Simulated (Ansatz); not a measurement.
# AgCl and the effect of the functional

Symmetry: Fm-3m, No. 225, cubic system. Conventional cell: a = 5.470 Å, b = 5.470 Å, c = 5.470 Å, α = 90.00°, β = 90.00°, γ = 90.00°. Around Ag (site symmetry m-3m) lie 6 Cl at 2.73 Å. Around Cl (site symmetry m-3m) lie 6 Ag at 2.73 Å.

Kept alike: task single point; k mesh 6 × 6 × 6; occupations fermi-dirac, width 0.05 eV; no spin polarisation. Program: Ansatz, PAW datasets made for the crystal. Cutoffs run from 260 to 290 eV. The mesh is that of the run's cell of 2 atoms. No spin-orbit coupling.

| functional | band gap (eV) |
| --- | --- |
| HSE06 | 2.402 |
| PBE | 0.907 |
| PBE0 | 3.097 |

A gap read on the mesh alone can miss an edge between its points.

What does the functional change here?

The band gap runs from 0.907 (PBE) to 3.097 eV (PBE0). From PBE: HSE06 +1.495; PBE0 +2.190. Measured: 3.249 eV (a printed reference work); nearest PBE0, 0.152 eV off. The runs are for a static lattice.
